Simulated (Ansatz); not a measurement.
# Zinc, hcp under PBE: convergence with the Gaussian smearing, part 2 of 2

A convergence test of the Gaussian smearing width. The geometry was relaxed under PBE beforehand and stays fixed; 7 values are run, from 0.01 to 1.0 eV. Wanted are the values from which on the energy stays within 10 and 1 meV/atom, and the pressure within 0.5 GPa, of the narrowest run. Within the series other settings stay, but some runs also write fields, which adds to their time. Spin polarisation is left out.

Ansatz 0.2.0; DFT PBE, plane waves with PAW, scalar-relativistic.

## 6. With a width of 0.3 eV

The run at 0.3 eV.

Contents of input.yaml:

```yaml
crystal:
  lattice:
    - [2.6556370042, 0.0, 0.0]
    - [-1.3278185021, 2.2998491089, 0.0]
    - [0.0, 0.0, 4.962461604]
  atoms:
    - { symbol: Zn, position: [0.3333333333, 0.6666666667, 0.25] }
    - { symbol: Zn, position: [0.6666666667, 0.3333333333, 0.75] }
hamiltonian:
  xc: pbe
  pseudopotentials:
    kind: paw
    azcp:
      Zn: "pseudopotentials/Zn.paw.azcp"
basis:
  ecutwfc: 420
  fft_grid_basis: typed
kpoints:
  mp_grid: { grid: [14, 14, 7], shift: [0, 0, 0] }
magnetization:
  spin_polarized: false
scf:
  occupations: { method: gaussian, width: 0.3 }
  lower_state_search: "off"
output:
  stress: true
```

Command:

```bash
$ ansatz run input.yaml --threads 1 --pin off --max-ram 3584MiB --backend cpu --events-out ev --progress --plain --runs-dir out
```

What it wrote:

```text
Engine: ansatz 0.2.0, x86_64-unknown-linux-gnu
Pseudopotentials: kind: paw
Pseudopotential: Zn, paw, valence charge 12, recommended cutoff 420 eV (normal), <dir>
Functional definition: PBE
  parameter kappa = 0.804
  parameter beta = 0.06672455060314922
  exchange = pbe_x(kappa = kappa, mu = beta*pi^2/3)
  correlation = pbe_c(beta = beta)
Crystal: 2 atoms, lattice volume = 30.309 Å³
Basis set: ecut = 420 eV, 623 PW (Γ)
Bands: 16, of which v1, the nominal top of the filled ones, is band 12 counted from 1 (11 counted from 0)
Symmetry: 24 space group operations
Space group: P63/mmc (ITA 194), of the structure as read, at distance tolerance 3.1e-5 Å
k-points: 96 of 1372
Non-local potential: Zn, projectors of the file, l = 0: 2, l = 1: 2, l = 2: 3, l = 3: 1
PAW form: soft (Blöchl's): semilocal exchange-correlation on the pseudo side does not see the compensation charge
PAW one-centre angular grid: Zn, 590 points (default); XC on 64 Gauss nodes
Initial density: superposition of atomic densities (neutral atoms: chi_scale 0, normalization atom), corrected by the library's trained network
Initial wavefunctions: pseudopotential atomic-orbital guess
Functional: x = pbe(κ = 0.804, μ = 0.2195149727645171), c = pbe(β = 0.06672455060314922)
SCF iter   1: F=—  HF=-6638.062740 eV  |F-HF|=—  |Δ(HF+E_count)|=         —  Δρ=1.10e-3  dr2=2.51e-4  ethr=1.77e-3  ⟨swp⟩=4.8  Hψ=7287  notcnv=0
preconditioner: auto → none  [metal: Δε(μ)=0.080 eV  Ē_g=13.125 eV  σ=0.300 eV  W_gap=0.15  n_scr=4 (ndim 8)  ℏωp=33.0 eV  f_vac=0.000  D(μ)=0.54/eV (n_scr^D=2)  sad-step TF]
SCF iter   2: F=—  HF=-6638.062910 eV  |F-HF|=—  |Δ(HF+E_count)|=   1.70e-4  Δρ=7.02e-4  dr2=1.14e-4  ethr=1.04e-6  ⟨swp⟩=2.3  Hψ=3524  notcnv=0
SCF iter   3: F=—  HF=-6638.062918 eV  |F-HF|=—  |Δ(HF+E_count)|=   8.14e-6  Δρ=3.73e-4  dr2=2.41e-5  ethr=4.75e-7  ⟨swp⟩=2.0  Hψ=2689  notcnv=0
SCF iter   4: F=—  HF=-6638.062921 eV  |F-HF|=—  |Δ(HF+E_count)|=   2.88e-6  Δρ=1.07e-4  dr2=2.04e-6  ethr=1.01e-7  ⟨swp⟩=2.2  Hψ=2652  notcnv=0
iter 5 did not close the SCF: its close was put off for the readings that it lacked (scf_convergence_deferred on its scf_iter line)
SCF iter   5: F=-6638.062920 eV  HF=-6638.062921 eV  |F-HF|=6.64e-8  |Δ(HF+E_count)|=   5.44e-7  Δρ=2.07e-5  dr2=6.38e-8  ethr=8.52e-9  ⟨swp⟩=2.1  Hψ=2615  notcnv=0
SCF iter   6: F=-6638.062920 eV  HF=-6638.062921 eV  |F-HF|=3.83e-8  |Δ(HF+E_count)|=   2.41e-9  Δρ=1.43e-5  dr2=3.32e-8  ethr=2.66e-10  ⟨swp⟩=3.6  Hψ=6363  notcnv=0
SCF 1 converged in 6 iterations: F = -6638.062920 eV  dr2 = 3.32e-8
SCF converged after 6 iterations
Free energy (F): -6638.062920 eV
Harris-Foulkes:  -6638.062921 eV  (|F-HF|=3.83e-8)
Internal energy: -6638.038472 eV  (E = F + TS)
E sigma→0 (E₀):  -6638.050696 eV
Entropy (-TS):   -0.024449 eV (-12.224 meV/atom)
Fermi energy:    11.090843 eV
--- Per-component energies (eV) ---
  E_band       = 98.564040
  E_kinetic    = 262.040148
  E_local      = -3070.189973  (includes V_loc(G=0)·N_el)
  E_nonlocal   = 1220.890468
  E_hartree    = 1287.143683
  E_xc         = -275.517415
  E_vxc        = -105.355088  (∫ρ·V_xc dr)
  E_paw        = -3649.391617  (= ΣΔE_a)
  E_vpaw       = -783.121359  (= ΣTr[D̂ρ^β])
  E_aug_tail   = -0.000754  (compensation charges beyond the density's cutoff)
  E_ewald      = -2413.013011
  E_smearing   = -0.024449  (= −TS)
  E_closure    = -0.000000  (closes the sum)
  Σ components = -6638.062920   (vs F -6638.062920, Δ=0.00e0)
--- Stress (GPa, compression-positive) ---
        0.333411       0.000000       0.000000
       -0.000000       0.333411       0.000000
        0.000000       0.000000      -0.148167
  P = ⅓ Tr σ = 0.1729 GPa (1.729 kbar)
```

Run time: 3.2 s. Hardware: 1 thread of Intel Xeon Platinum 8259CL at 2.50GHz (Skylake/Cascade Lake), shared host; peak memory 0.5 GiB.

## 7. With a width of 0.6 eV

The run at 0.6 eV.

Changes to input.yaml since step 6:

```diff
@@ -22,3 +22,3 @@
 scf:
-  occupations: { method: gaussian, width: 0.3 }
+  occupations: { method: gaussian, width: 0.6 }
   lower_state_search: "off"
```

Command:

```bash
$ ansatz run input.yaml --threads 1 --pin off --max-ram 3584MiB --backend cpu --events-out ev --progress --plain --runs-dir out
```

What it wrote:

```text
[... 8 set-up lines as earlier in the session ...]
Crystal: 2 atoms, lattice volume = 30.309 Å³
Basis set: ecut = 420 eV, 623 PW (Γ)
Bands: 16, of which v1, the nominal top of the filled ones, is band 12 counted from 1 (11 counted from 0)
[... 2 set-up lines as earlier in the session ...]
k-points: 96 of 1372
[... 6 set-up lines as earlier in the session ...]
SCF iter   1: F=—  HF=-6638.098109 eV  |F-HF|=—  |Δ(HF+E_count)|=         —  Δρ=1.18e-3  dr2=3.10e-4  ethr=1.77e-3  ⟨swp⟩=4.3  Hψ=6878  notcnv=0
preconditioner: auto → none  [metal: Δε(μ)=0.080 eV  Ē_g=13.125 eV  σ=0.600 eV  W_gap=0.08  n_scr=4 (ndim 8)  ℏωp=33.0 eV  f_vac=0.000  D(μ)=0.51/eV (n_scr^D=2)  sad-step TF]
SCF iter   2: F=—  HF=-6638.098273 eV  |F-HF|=—  |Δ(HF+E_count)|=   1.65e-4  Δρ=7.67e-4  dr2=1.36e-4  ethr=1.29e-6  ⟨swp⟩=2.2  Hψ=3538  notcnv=0
SCF iter   3: F=—  HF=-6638.098277 eV  |F-HF|=—  |Δ(HF+E_count)|=   3.18e-6  Δρ=4.16e-4  dr2=3.32e-5  ethr=5.67e-7  ⟨swp⟩=2.1  Hψ=2694  notcnv=0
SCF iter   4: F=—  HF=-6638.098275 eV  |F-HF|=—  |Δ(HF+E_count)|=   1.42e-6  Δρ=1.09e-4  dr2=2.27e-6  ethr=1.38e-7  ⟨swp⟩=2.1  Hψ=2617  notcnv=0
SCF iter   5: F=—  HF=-6638.098275 eV  |F-HF|=—  |Δ(HF+E_count)|=   5.98e-7  Δρ=3.83e-5  dr2=2.30e-7  ethr=9.45e-9  ⟨swp⟩=2.0  Hψ=2630  notcnv=0
SCF iter   6: F=-6638.098274 eV  HF=-6638.098274 eV  |F-HF|=1.16e-7  |Δ(HF+E_count)|=   3.07e-8  Δρ=2.47e-5  dr2=9.83e-8  ethr=1.00e-12  ⟨swp⟩=5.3  Hψ=10225  notcnv=0
SCF 1 converged in 6 iterations: F = -6638.098274 eV  dr2 = 9.83e-8
SCF converged after 6 iterations
Free energy (F): -6638.098274 eV
Harris-Foulkes:  -6638.098274 eV  (|F-HF|=1.16e-7)
Internal energy: -6638.006403 eV  (E = F + TS)
E sigma→0 (E₀):  -6638.052339 eV
Entropy (-TS):   -0.091872 eV (-45.936 meV/atom)
Fermi energy:    11.090980 eV
--- Per-component energies (eV) ---
  E_band       = 98.641075
  E_kinetic    = 262.080811
  E_local      = -3070.223885  (includes V_loc(G=0)·N_el)
  E_nonlocal   = 1220.884356
  E_hartree    = 1287.160983
  E_xc         = -275.528644
  E_vxc        = -105.367053  (∫ρ·V_xc dr)
  E_paw        = -3649.366259  (= ΣΔE_a)
  E_vpaw       = -783.077077  (= ΣTr[D̂ρ^β])
  E_aug_tail   = -0.000754  (compensation charges beyond the density's cutoff)
  E_ewald      = -2413.013011
  E_smearing   = -0.091872  (= −TS)
  E_closure    = -0.000000  (closes the sum)
  Σ components = -6638.098274   (vs F -6638.098274, Δ=0.00e0)
--- Stress (GPa, compression-positive) ---
        0.470595       0.000000       0.000000
       -0.000000       0.470595       0.000000
        0.000000       0.000000       0.338058
  P = ⅓ Tr σ = 0.4264 GPa (4.264 kbar)
```

Run time: 3.5 s. Hardware: 1 thread of Intel Xeon Platinum 8259CL at 2.50GHz (Skylake/Cascade Lake), shared host; peak memory 0.5 GiB.

## 8. With a width of 1.0 eV

The run at 1.0 eV.

Changes to input.yaml since step 7:

```diff
@@ -22,3 +22,3 @@
 scf:
-  occupations: { method: gaussian, width: 0.6 }
+  occupations: { method: gaussian, width: 1.0 }
   lower_state_search: "off"
@@ -26 +26,5 @@
   stress: true
+  write_density: true
+  write_potential: true
+  elf: true
+  volumetric_format: npy
```

Command:

```bash
$ ansatz run input.yaml --threads 1 --pin off --max-ram 3584MiB --backend cpu --events-out ev --progress --plain --runs-dir out
```

What it wrote:

```text
band count auto-derived: 17 (N_el = 24.0; filled up to band 12; 16 by the electrons, moments and atoms)
[... 8 set-up lines as earlier in the session ...]
Crystal: 2 atoms, lattice volume = 30.309 Å³
Basis set: ecut = 420 eV, 623 PW (Γ)
Bands: 17, of which v1, the nominal top of the filled ones, is band 12 counted from 1 (11 counted from 0)
[... 2 set-up lines as earlier in the session ...]
k-points: 96 of 1372
[... 6 set-up lines as earlier in the session ...]
SCF iter   1: F=—  HF=-6638.179923 eV  |F-HF|=—  |Δ(HF+E_count)|=         —  Δρ=1.42e-3  dr2=5.27e-4  ethr=1.77e-3  ⟨swp⟩=4.3  Hψ=7141  notcnv=0
preconditioner: auto → none  [metal: Δε(μ)=0.080 eV  Ē_g=14.098 eV  σ=1.000 eV  W_gap=0.05  n_scr=4 (ndim 8)  ℏωp=33.0 eV  f_vac=0.000  D(μ)=0.52/eV (n_scr^D=2)  sad-step TF]
SCF iter   2: F=—  HF=-6638.180062 eV  |F-HF|=—  |Δ(HF+E_count)|=   1.39e-4  Δρ=9.66e-4  dr2=2.23e-4  ethr=2.20e-6  ⟨swp⟩=2.1  Hψ=3614  notcnv=0
SCF iter   3: F=—  HF=-6638.180043 eV  |F-HF|=—  |Δ(HF+E_count)|=   1.85e-5  Δρ=4.85e-4  dr2=5.29e-5  ethr=9.31e-7  ⟨swp⟩=2.0  Hψ=2730  notcnv=0
SCF iter   4: F=—  HF=-6638.180036 eV  |F-HF|=—  |Δ(HF+E_count)|=   7.48e-6  Δρ=1.13e-4  dr2=2.65e-6  ethr=2.20e-7  ⟨swp⟩=2.3  Hψ=2814  notcnv=0
SCF iter   5: F=—  HF=-6638.180035 eV  |F-HF|=—  |Δ(HF+E_count)|=   6.84e-7  Δρ=4.72e-5  dr2=3.53e-7  ethr=1.10e-8  ⟨swp⟩=2.0  Hψ=2733  notcnv=0
SCF iter   6: F=—  HF=-6638.180035 eV  |F-HF|=—  |Δ(HF+E_count)|=   4.26e-8  Δρ=3.14e-5  dr2=1.60e-7  ethr=4.17e-10  ⟨swp⟩=8.2  Hψ=10278  notcnv=0
SCF iter   7: F=-6638.180035 eV  HF=-6638.180035 eV  |F-HF|=9.14e-9  |Δ(HF+E_count)|=   4.74e-8  Δρ=7.31e-6  dr2=8.60e-9  ethr=4.17e-10  ⟨swp⟩=8.4  Hψ=10231  notcnv=0
SCF 1 converged in 7 iterations: F = -6638.180035 eV  dr2 = 8.60e-9
SCF converged after 7 iterations
Free energy (F): -6638.180035 eV
Harris-Foulkes:  -6638.180035 eV  (|F-HF|=9.14e-9)
Internal energy: -6637.920486 eV  (E = F + TS)
E sigma→0 (E₀):  -6638.050261 eV
Entropy (-TS):   -0.259549 eV (-129.774 meV/atom)
Fermi energy:    11.087299 eV
--- Per-component energies (eV) ---
  E_band       = 98.797003
  E_kinetic    = 262.175453
  E_local      = -3070.308353  (includes V_loc(G=0)·N_el)
  E_nonlocal   = 1220.885179
  E_hartree    = 1287.209218
  E_xc         = -275.547688
  E_vxc        = -105.386567  (∫ρ·V_xc dr)
  E_paw        = -3649.320529  (= ΣΔE_a)
  E_vpaw       = -782.993100  (= ΣTr[D̂ρ^β])
  E_aug_tail   = -0.000754  (compensation charges beyond the density's cutoff)
  E_ewald      = -2413.013011
  E_smearing   = -0.259549  (= −TS)
  E_closure    = -0.000000  (closes the sum)
  Σ components = -6638.180035   (vs F -6638.180035, Δ=0.00e0)
--- Stress (GPa, compression-positive) ---
        1.165255      -0.000000       0.000000
        0.000000       1.165255       0.000000
        0.000000       0.000000       0.689023
  P = ⅓ Tr σ = 1.0065 GPa (10.065 kbar)
--- Band table (eV; the first three rows and the last of 96) ---
  k-point 0: bands = ["0.6678", "2.4869", "3.2003", "3.4386", "3.4386", "3.4875", "3.4875", "3.8302", "3.8302", "4.0335", "4.0335", "7.4195", "7.9999", "24.4494", "28.0556", "28.6349", "28.6349"]
  k-point 1: bands = ["0.7898", "2.4722", "3.2036", "3.4373", "3.4373", "3.4822", "3.4822", "3.8440", "3.8440", "4.0263", "4.0263", "6.0085", "9.6811", "22.5532", "28.7565", "28.7565", "29.7647"]
  k-point 2: bands = ["1.1424", "2.3990", "3.2284", "3.4365", "3.4365", "3.4688", "3.4688", "3.8799", "3.8799", "4.0048", "4.0048", "4.6612", "11.8629", "19.7006", "29.1092", "29.1092", "30.1680"]
  k-point 95: bands = ["3.1330", "3.1710", "3.2701", "3.2834", "3.4370", "3.5017", "3.6718", "3.6965", "4.0124", "4.0311", "11.4368", "11.4941", "12.6643", "12.8202", "13.9125", "14.7161", "22.2799"]
```

Run time: 7.1 s. Hardware: 1 thread of Intel Xeon Platinum 8259CL at 2.50GHz (Skylake/Cascade Lake), shared host; peak memory 0.52 GiB.

## 9. All values side by side

Differences are taken from the run at 0.01 eV.

| smearing (eV) | F (meV/atom) | E(σ → 0) (meV/atom) | P (GPa) | SCF cycles | CPU time |
| --- | --- | --- | --- | --- | --- |
| 0.01 | 0.00 | 0.00 | 0.10 | 6 | 4.5 s |
| 0.03 | -0.20 | -0.07 | 0.08 | 6 | 3.7 s |
| 0.1 | -1.29 | -0.41 | 0.09 | 6 | 2.9 s |
| 0.2 | -3.60 | -0.78 | 0.13 | 6 | 4.2 s |
| 0.3 | -7.07 | -1.00 | 0.17 | 6 | 3.2 s |
| 0.6 | -24.74 | -1.82 | 0.43 | 6 | 3.5 s |
| 1.0 | -65.62 | -0.78 | 1.01 | 7 | 7.1 s |

## 10. Summary of results

This closing draws on all 2 parts.

| quantity | value |
| --- | --- |
| E(σ → 0) stays within 10 meV/atom of 0.01 eV | up to 1.0 eV |
| E(σ → 0) stays within 1 meV/atom | up to 0.3 eV |
| pressure stays within 0.5 GPa | up to 0.6 eV |
| pressure at 0.01 eV | 0.10 GPa |
| energy of a separate run on a finer mesh (22×22×11) | -5.9 meV/atom from 0.01 eV |

What this shows: At 1.0 eV the energy differs by -0.8 meV/atom and the pressure by +0.9 GPa. The free energy F moves by -65.6 meV/atom over the range, and the estimate for σ → 0 by -0.8. In theory F falls as the square of the width under this scheme, but here the ratio is not steady: the mesh at narrow widths, or a density of states that varies over the wide ones, can both cause that. The mesh (14×14×7) is fixed, so the narrowest widths carry a k-point error of their own. The yardstick itself is unsettled by 5.9 meV/atom against the finer mesh, so the thresholds above hold only within this series, and wider smearing, which averages over more states, can land nearer the fine-mesh value than the narrowest does.
